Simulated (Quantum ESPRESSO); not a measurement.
# Te2Pt (Moncheite) (P-3m1) in Quantum ESPRESSO: phonons with PBEsol

Aim: the phonons of Te2Pt (Moncheite) with PBEsol.

Program: Quantum ESPRESSO 7.5. These are calculated values, not measurements. Logs are shortened: lines on timing, memory, paths and dates and some standing lists are left out, and cuts for length are marked.

## (1) The structure

Symmetry: P-3m1, No. 164, trigonal system. The conventional cell has a = 4.010 Å, b = 4.010 Å, c = 5.201 Å, α = 90.00°, β = 90.00°, γ = 120.00°. Around Pt (site symmetry -3m) lie 6 Te at 2.66 Å. Te (site symmetry 3m) is surrounded by 3 Pt at 2.66 Å.

## (2) Phonons, PBEsol

pw.in reads:

```
&CONTROL
  calculation = 'scf'
  prefix = 'pwscf'
  outdir = './tmp'
  pseudo_dir = './pseudo'
  tprnfor = .true.
  tstress = .true.
  disk_io = 'low'
/
&SYSTEM
  ibrav = 0
  nat = 3
  ntyp = 2
  ecutwfc = 45
  ecutrho = 360
  nbnd = 21
  occupations = 'smearing'
  smearing = 'mp'
  degauss = 0.01469973
/
&ELECTRONS
  conv_thr = 6d-10
  electron_maxstep = 120
  mixing_beta = 0.5
/
ATOMIC_SPECIES
Pt   195.0840 pt_pbesol_v1.4.uspp.F.UPF
Te   127.6000 te_pbesol_v1.uspp.F.UPF
CELL_PARAMETERS angstrom
   4.0100000000    0.0000000000    0.0000000000
  -2.0050000000    3.4727618692    0.0000000000
   0.0000000000    0.0000000000    5.2010000000
ATOMIC_POSITIONS crystal
Pt     0.0000000000    0.0000000000    0.0000000000
Te     0.6666666667    0.3333333333    0.7500000000
Te     0.3333333333    0.6666666667    0.2500000000
K_POINTS automatic
8 8 5 0 0 0
```

relax.in reads:

```
&CONTROL
  calculation = 'vc-relax'
  prefix = 'pwscf'
  outdir = './tmp'
  pseudo_dir = './pseudo'
  tprnfor = .true.
  tstress = .true.
  disk_io = 'low'
  nstep = 40
  forc_conv_thr = 0.0001
  etot_conv_thr = 1d-06
/
&SYSTEM
  ibrav = 0
  nat = 3
  ntyp = 2
  ecutwfc = 45
  ecutrho = 360
  nbnd = 21
  occupations = 'smearing'
  smearing = 'mp'
  degauss = 0.01469973
/
&ELECTRONS
  conv_thr = 6d-10
  electron_maxstep = 120
  mixing_beta = 0.5
/
&IONS
  ion_dynamics = 'bfgs'
/
&CELL
  cell_dynamics = 'bfgs'
  press = 0
  press_conv_thr = 0.2
/
ATOMIC_SPECIES
Pt   195.0840 pt_pbesol_v1.4.uspp.F.UPF
Te   127.6000 te_pbesol_v1.uspp.F.UPF
CELL_PARAMETERS angstrom
   4.0100000000    0.0000000000    0.0000000000
  -2.0050000000    3.4727618692    0.0000000000
   0.0000000000    0.0000000000    5.2010000000
ATOMIC_POSITIONS crystal
Pt     0.0000000000    0.0000000000    0.0000000000
Te     0.6666666667    0.3333333333    0.7500000000
Te     0.3333333333    0.6666666667    0.2500000000
K_POINTS automatic
8 8 5 0 0 0
```

scf2.in reads:

```
&CONTROL
  calculation = 'scf'
  prefix = 'pwscf'
  outdir = './tmp'
  pseudo_dir = './pseudo'
  tprnfor = .true.
  tstress = .true.
  disk_io = 'low'
/
&SYSTEM
  ibrav = 0
  nat = 3
  ntyp = 2
  ecutwfc = 45
  ecutrho = 360
  nbnd = 21
  occupations = 'smearing'
  smearing = 'mp'
  degauss = 0.01469973
/
&ELECTRONS
  conv_thr = 1d-13
  electron_maxstep = 120
  mixing_beta = 0.5
  startingpot = 'file'
  startingwfc = 'file'
/
ATOMIC_SPECIES
Pt   195.0840 pt_pbesol_v1.4.uspp.F.UPF
Te   127.6000 te_pbesol_v1.uspp.F.UPF
CELL_PARAMETERS angstrom
   4.0526622191    0.0000000000    0.0000000000
  -2.0263311095    3.5097084347    0.0000000000
   0.0000000000    0.0000000000    5.1222468348
ATOMIC_POSITIONS crystal
Pt     0.0000000000    0.0000000000    0.0000000000
Te     0.6666666667    0.3333333333    0.7349292284
Te     0.3333333333    0.6666666667    0.2650707716
K_POINTS automatic
8 8 5 0 0 0
```

ph.in reads:

```
phonons of Te2Pt
&INPUTPH
  prefix = 'pwscf'
  outdir = './tmp'
  tr2_ph = 1d-16
  fildyn = 'dyn'
  niter_ph = 60
  alpha_mix(1) = 0.4
/
0.0000000000 0.0000000000 0.0000000000
```

dynmat.in reads:

```
&INPUT
  fildyn = 'dyn'
  asr = 'crystal'
  filout = 'dynmat.disp'
  fileig = 'dynmat.eig'
/
```

Potentials or basis: GBRV 1.5 PBEsol.

On the command line:

```console
> OMP_NUM_THREADS=1 pw.x -in pw.in > pw.out
> OMP_NUM_THREADS=1 pw.x -in relax.in > relax.out
> OMP_NUM_THREADS=1 pw.x -in scf2.in > scf2.out
> OMP_NUM_THREADS=1 ph.x -in ph.in > ph.out
> OMP_NUM_THREADS=1 dynmat.x -in dynmat.in > dynmat.out
```

pw.out:

```text
This program is part of the open-source Quantum ESPRESSO suite
     for quantum simulation of materials; please cite
         "P. Giannozzi et al., J. Phys.:Condens. Matter 21 395502 (2009);
         "P. Giannozzi et al., J. Phys.:Condens. Matter 29 465901 (2017);
         "P. Giannozzi et al., J. Chem. Phys. 152 154105 (2020);
     in publications or presentations arising from this work. More details at

     Message from routine setup:
     using ibrav=0 with symmetry is DISCOURAGED, use correct ibrav instead

     G-vector sticks info
     --------------------
     sticks:   dense  smooth     PW     G-vecs:    dense   smooth      PW
     Sum        1417     721    211                56555    19841    3221

     Using Slab Decomposition

     bravais-lattice index     =            0
     lattice parameter (alat)  =       7.5778  a.u.
     unit-cell volume          =     488.7681 (a.u.)^3
     number of atoms/cell      =            3
     number of atomic types    =            2
     number of electrons       =        28.00
     number of Kohn-Sham states=           21
     kinetic-energy cutoff     =      45.0000  Ry
     charge density cutoff     =     360.0000  Ry
     scf convergence threshold =      6.0E-10
     mixing beta               =       0.5000
     number of iterations used =            8  plain     mixing
     Exchange-correlation= SLA  PW   PSX  PSC
                           (   1   4  10   8   0   0   0)

     celldm(1)=   7.577802  celldm(2)=   0.000000  celldm(3)=   0.000000
     celldm(4)=   0.000000  celldm(5)=   0.000000  celldm(6)=   0.000000

     crystal axes: (cart. coord. in units of alat)
               a(1) = (   1.000000   0.000000   0.000000 )
               a(2) = (  -0.500000   0.866025   0.000000 )
               a(3) = (   0.000000   0.000000   1.297007 )

     reciprocal axes: (cart. coord. in units 2 pi/alat)
               b(1) = (  1.000000  0.577350 -0.000000 )
               b(2) = (  0.000000  1.154701  0.000000 )
               b(3) = (  0.000000 -0.000000  0.771006 )

     PseudoPot. # 1 for Pt read from file:
     pt_pbesol_v1.4.uspp.F.UPF
     Pseudo is Ultrasoft + core correction, Zval = 16.0
     Generated by new atomic code, or converted to UPF format
     Using radial grid of  985 points,  6 beta functions with:
                l(1) =   0
                l(2) =   0
                l(3) =   1
                l(4) =   1
                l(5) =   2
                l(6) =   2
     Q(r) pseudized with  8 coefficients,  rinner =    1.300   1.300   1.300
                                                       1.300   1.300

     PseudoPot. # 2 for Te read from file:
     te_pbesol_v1.uspp.F.UPF
     Pseudo is Ultrasoft + core correction, Zval =  6.0
     Generated by new atomic code, or converted to UPF format
     Using radial grid of  891 points,  5 beta functions with:
                l(1) =   0
                l(2) =   0
                l(3) =   1
                l(4) =   1
                l(5) =   2
     Q(r) pseudized with  6 coefficients,  rinner =    1.800   1.800   1.800
                                                       1.800   1.800

     atomic species   valence    mass     pseudopotential
     Pt               16.00   195.08400     Pt( 1.00)
     Te                6.00   127.60000     Te( 1.00)

     12 Sym. Ops., with inversion, found

   Cartesian axes

     site n.     atom                  positions (alat units)
         1        Pt     tau(   1) = (   0.0000000   0.0000000   0.0000000  )
         2        Te     tau(   2) = (   0.5000000   0.2886751   0.9727556  )
         3        Te     tau(   3) = (  -0.0000000   0.5773503   0.3242519  )

     number of k points=    40  Methfessel-Paxton smearing, width (Ry)=  0.0147
                       cart. coord. in units 2pi/alat
        k(    1) = (   0.0000000   0.0000000   0.0000000), wk =   0.0062500
        k(    2) = (   0.0000000   0.0000000   0.1542011), wk =   0.0125000
        k(    3) = (   0.0000000   0.0000000   0.3084022), wk =   0.0125000
        k(    4) = (   0.0000000   0.1443376   0.0000000), wk =   0.0375000
        k(    5) = (   0.0000000   0.1443376   0.1542011), wk =   0.0375000
        k(    6) = (   0.0000000   0.1443376   0.3084022), wk =   0.0375000
[... 32 lines left out ...]
        k(   39) = (  -0.1250000   0.5051815  -0.1542011), wk =   0.0750000
        k(   40) = (  -0.1250000   0.5051815  -0.3084022), wk =   0.0750000

     Dense  grid:    56555 G-vectors     FFT dimensions: (  45,  45,  60)

     Smooth grid:    19841 G-vectors     FFT dimensions: (  36,  36,  45)

     Initial potential from superposition of free atoms

     starting charge      27.4996, renormalised to      28.0000

     negative rho (up, down):  1.885E-01 0.000E+00
     Starting wfcs are   20 randomized atomic wfcs +    1 random wfcs

     Self-consistent Calculation

     iteration #  1     ecut=    45.00 Ry     beta= 0.50
     Davidson diagonalization with overlap
     ethr =  1.00E-02,  avg # of iterations =  5.3

     negative rho (up, down):  1.747E-01 0.000E+00

     WARNING: integrated charge=    27.99960753, expected=    28.00000000

     total energy              =    -262.55312122 Ry
     estimated scf accuracy    <       1.91887521 Ry

     iteration #  2     ecut=    45.00 Ry     beta= 0.50
     Davidson diagonalization with overlap
     ethr =  6.85E-03,  avg # of iterations =  2.0

     negative rho (up, down):  1.790E-01 0.000E+00

     WARNING: integrated charge=    27.99969828, expected=    28.00000000
[... 84 lines left out ...]
     iteration # 11     ecut=    45.00 Ry     beta= 0.50
     Davidson diagonalization with overlap
     ethr =  6.34E-11,  avg # of iterations =  1.0

     negative rho (up, down):  1.775E-01 0.000E+00

     total energy              =    -263.49807983 Ry
     estimated scf accuracy    <          1.1E-09 Ry

     iteration # 12     ecut=    45.00 Ry     beta= 0.50
     Davidson diagonalization with overlap
     ethr =  3.96E-12,  avg # of iterations =  2.3

     negative rho (up, down):  1.775E-01 0.000E+00

     End of self-consistent calculation

          k = 0.0000 0.0000 0.0000 (  2463 PWs)   bands (ev):

   -42.4249 -42.4249 -42.3063  -3.1292   0.4307   4.3089   5.1122   5.1122
     7.2298   7.2298   8.5235  10.6250  10.6250  12.3850  12.3850  12.5625
    13.8259  15.5730  17.0633  17.0633  21.3169

          k = 0.0000 0.0000 0.1542 (  2475 PWs)   bands (ev):

   -42.4249 -42.4249 -42.3063  -2.9587  -0.1343   5.0343   5.1352   5.1352
     7.2148   7.2148   8.5725  10.4026  10.4026  11.6773  12.7643  12.7643
    14.1017  16.2297  16.7968  16.7968  20.0342

          k = 0.0000 0.0000 0.3084 (  2469 PWs)   bands (ev):

   -42.4249 -42.4249 -42.3063  -2.5436  -1.0188   5.1732   5.1732   6.2129
     7.1931   7.1931   8.7710  10.1170  10.1170  10.2159  13.4152  13.4152
    14.9684  16.2514  16.2514  16.9438  18.8516
[... 211 lines left out ...]
          k =-0.1250 0.5052-0.1542 (  2498 PWs)   bands (ev):

   -42.4296 -42.4265 -42.3054  -1.1194  -0.7102   4.3882   5.5408   6.1237
     6.2702   7.0780   7.5879   7.7650   8.4379   9.3361  12.0178  12.8602
    15.1334  16.2418  17.4010  19.5107  20.0586

          k =-0.1250 0.5052-0.3084 (  2489 PWs)   bands (ev):

   -42.4296 -42.4265 -42.3055  -0.8862  -0.8415   4.1203   5.1558   5.9498
     6.3948   7.1618   7.6055   7.7444   8.6475   9.5696  12.0774  13.5824
    15.4530  16.1309  17.9479  19.4104  19.6078

     the Fermi energy is    11.3160 ev

!    total energy              =    -263.49807983 Ry
     estimated scf accuracy    <          1.6E-11 Ry
     smearing contrib. (-TS)   =      -0.00036337 Ry
     internal energy E=F+TS    =    -263.49771646 Ry

     The total energy is F=E-TS. E is the sum of the following terms:
     one-electron contribution =     -96.49672048 Ry
     hartree contribution      =      63.31465232 Ry
     xc contribution           =     -85.55033205 Ry
     ewald contribution        =    -144.76531625 Ry

     convergence has been achieved in  12 iterations

     negative rho (up, down):  1.775E-01 0.000E+00

     Forces acting on atoms (cartesian axes, Ry/au):

     atom    1 type  1   force =     0.00000000    0.00000000    0.00000000
     atom    2 type  2   force =     0.00000000    0.00000000   -0.03689903
     atom    3 type  2   force =    -0.00000000   -0.00000000    0.03689903

     Total force =     0.052183     Total SCF correction =     0.000004

     Computing stress (Cartesian axis) and pressure

     negative rho (up, down):  1.775E-01 0.000E+00
          total   stress  (Ry/bohr**3)                   (kbar)     P=       51.72
   0.00039311  -0.00000000   0.00000000           57.83       -0.00        0.00
  -0.00000000   0.00039311   0.00000000           -0.00       57.83        0.00
   0.00000000   0.00000000   0.00026862            0.00        0.00       39.52

=------------------------------------------------------------------------------=
   JOB DONE.
=------------------------------------------------------------------------------=
```

Wall time 13 min (1 thread of Intel Xeon 6975P-C (Granite Rapids), shared host); peak memory 0.27 GiB.

What came out:

| Quantity | Value |
| --- | --- |
| Free energy | -3585.1596 eV |
| Relaxed volume | 24.29 Å³/atom |
| Relaxed cell | a = 4.053 Å, b = 4.053 Å, c = 5.122 Å, α = 90.00°, β = 90.00°, γ = 120.00° |
| Space group after relaxing (to 0.05 Å) | P-3m1 (No. 164) |
| Pressure after relaxing | 0.0 GPa |
| Band gap on the k mesh | none (metal or under the smearing width) |
| Highest phonon frequency at Γ | 173 cm⁻¹ |

Step by step:
```
step  energy change (eV)  largest force (eV/Å)  pressure (GPa)  volume (Å³)
   1              0.0000                0.9487            5.17        72.43
   2             -0.0626                0.4004            0.84        74.35
   3             -0.0705                0.2041           -0.47        74.85
   4             -0.0740                0.1125           -0.86        74.79
   5             -0.0785                0.0211           -0.98        74.39
   6             -0.0829                0.0732           -0.60        73.44
   7             -0.0838                0.0540           -0.22        73.09
   8             -0.0844                0.0087            0.14        72.87
   9             -0.0847                0.0087            0.21        72.81
  10             -0.0849                0.0147            0.19        72.80
  11             -0.0851                0.0092            0.07        72.83
  12             -0.0851                0.0029            0.02        72.85
  13             -0.0851                0.0001            0.00        72.86
```

Final structure:
```yaml
crystal:
  lattice:
    - [4.05266, 0.00000, 0.00000]
    - [-2.02633, 3.50971, 0.00000]
    - [0.00000, 0.00000, 5.12225]
  atoms:
    - { symbol: Pt, position: [0.00000, 0.00000, 0.00000] }
    - { symbol: Te, position: [0.66667, 0.33333, 0.73493] }
    - { symbol: Te, position: [0.33333, 0.66667, 0.26507] }
```

Phonon frequencies in cm⁻¹ (negative: imaginary):
```csv
q point,frequencies
"(0.000, 0.000, 0.000)",-6 -6 -6 98 98 150 163 173 173
```

Optical modes at Γ, degenerate ones joined:
```tsv
cm⁻¹	components	symmetry	active in
98	2	Eg	Raman
150	1	A1g	Raman
163	1	A2u	IR
173	2	Eu	IR
```

Caveat: the mesh is thin for the phonons of a metal; the layers were relaxed without a dispersion term, so their spacing and the soft interlayer modes are unreliable.
